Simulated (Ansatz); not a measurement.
The system is Bi.

```
CELL_PARAMETERS angstrom
-1.98143 1.98143 1.98143
1.98143 -1.98143 1.98143
1.98143 1.98143 -1.98143
ATOMIC_POSITIONS crystal
Bi 0.00000 0.00000 0.00000
```

This isn't the form of Bi at room conditions, which is rhombohedral.

```yaml
Program: Ansatz 0.2.0
Task: relaxation of cell and atoms
Functional: RPBE
Dispersion: D3(BJ)
Potentials_or_basis: Ansatz PAW
Cutoff: "420 eV (not typed: the program's choice for these potentials)"
k_mesh: 9 × 9 × 9
Occupations: fermi-dirac, width 0.05 eV
Spin: no spin polarisation
```

At the start: volume 31.12 Å³/atom.

Task: How do energy, volume and symmetry change on relaxing?

Result: It ends after 6 steps and the volume is 22.51 Å³/atom (-27.6 %); space group Im-3m (No. 229, to 0.05 Å).

Step by step:
```tsv
step	energy change (eV)	largest force (eV/Å)	volume (Å³)
1	0.0000	0.0000	31.12
2	-0.5197	0.0000	26.78
3	-0.7848	0.0000	22.87
4	-0.7870	0.0000	22.35
5	-0.7875	0.0000	22.51
6	-0.7859	0.0000	22.51
```

Final structure:
```xyz
1
Lattice="-1.7788 1.7788 1.7788 1.7788 -1.7788 1.7788 1.7788 1.7788 -1.7788" Properties=species:S:1:pos:R:3 pbc="T T T"
Bi    0.0000    0.0000    0.0000
```

Caveat: the volume moved by over 15 % at a fixed basis, so the end points are rough; the plane-wave basis is chosen anew once the cell has moved, so the energies of steps on either side of that aren't comparable; pairwise dispersion overbinds metals, which lowers pressure and volume; the PAW data sets come from PBE, with cores solved anew for the run's functional, which leaves a small shift of forces and pressure.
